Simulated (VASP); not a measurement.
Set up this calculation in VASP 6.6.1, as the native input.

* Task: band structure
* Functional: PBE
* Potentials or basis: VASP PAW PBE potentials, release 64 (Ti_sv, N)
* Cutoff: 520 eV
* k mesh: 2 × 2 × 2
* Occupations: gaussian, width 0.02 eV
* Spin: no spin polarisation
* Further INCAR settings: ALGO = Normal; EDIFF = 1e-07; NBANDS = 16

The structure of TiN lies in POSCAR:

```
TiN                                     
1.0
   -0.0000000000      2.1371700659      2.1371700659
    2.1371700659      0.0000000000      2.1371700659
    2.1371700659      2.1371700659      0.0000000000
  Ti              N             
     1     1
Direct
     0.0000000000000000    0.0000000000000000    0.0000000000000000
     0.5000000000000000    0.5000000000000000    0.5000000000000000
```

These files were run (other wordings do the same):

INCAR

```
SYSTEM = TiN
ALGO = Normal
EDIFF = 1E-7
ENCUT = 520
GGA = PE
ISIF = 2
ISMEAR = 0
LASPH = .TRUE.
LCHARG = .FALSE.
LMAXMIX = 4
LREAL = .FALSE.
LWAVE = .FALSE.
NBANDS = 16
NELM = 100
PREC = Accurate
SIGMA = 0.02
```

KPOINTS

```
k-points
0
G
  2 2 2
  0 0 0
```

KPOINTS_OPT

```
path GXWKGLUWLK,UX
20
line-mode
reciprocal
 0.0000000000  0.0000000000  0.0000000000  G
 0.5000000000  0.0000000000  0.5000000000  X

 0.5000000000  0.0000000000  0.5000000000  X
 0.5000000000  0.2500000000  0.7500000000  W

 0.5000000000  0.2500000000  0.7500000000  W
 0.3750000000  0.3750000000  0.7500000000  K

 0.3750000000  0.3750000000  0.7500000000  K
 0.0000000000  0.0000000000  0.0000000000  G

 0.0000000000  0.0000000000  0.0000000000  G
 0.5000000000  0.5000000000  0.5000000000  L

 0.5000000000  0.5000000000  0.5000000000  L
 0.6250000000  0.2500000000  0.6250000000  U

 0.6250000000  0.2500000000  0.6250000000  U
 0.5000000000  0.2500000000  0.7500000000  W

 0.5000000000  0.2500000000  0.7500000000  W
 0.5000000000  0.5000000000  0.5000000000  L

 0.5000000000  0.5000000000  0.5000000000  L
 0.3750000000  0.3750000000  0.7500000000  K

 0.6250000000  0.2500000000  0.6250000000  U
 0.5000000000  0.0000000000  0.5000000000  X
```

Potentials or basis: VASP PAW PBE potentials, release 64 (Ti_sv, N).

The run is started by

```console
$ cat potpaw_PBE.64/Ti_sv/POTCAR potpaw_PBE.64/N/POTCAR > POTCAR
$ mpirun -np 1 vasp_std > vasp.out
```

Results of the run:

The pressure is 0.0 GPa and the band gap along the path is none (metal or under the smearing width).

Caveat: the k mesh is coarse (spacing up to 1.27 Å⁻¹), so the values aren't converged.

Run time: 26 s on 1 thread of Intel(R) Xeon(R) Platinum 8488C (Sapphire Rapids), on a shared host, peak memory 0.13 GiB.
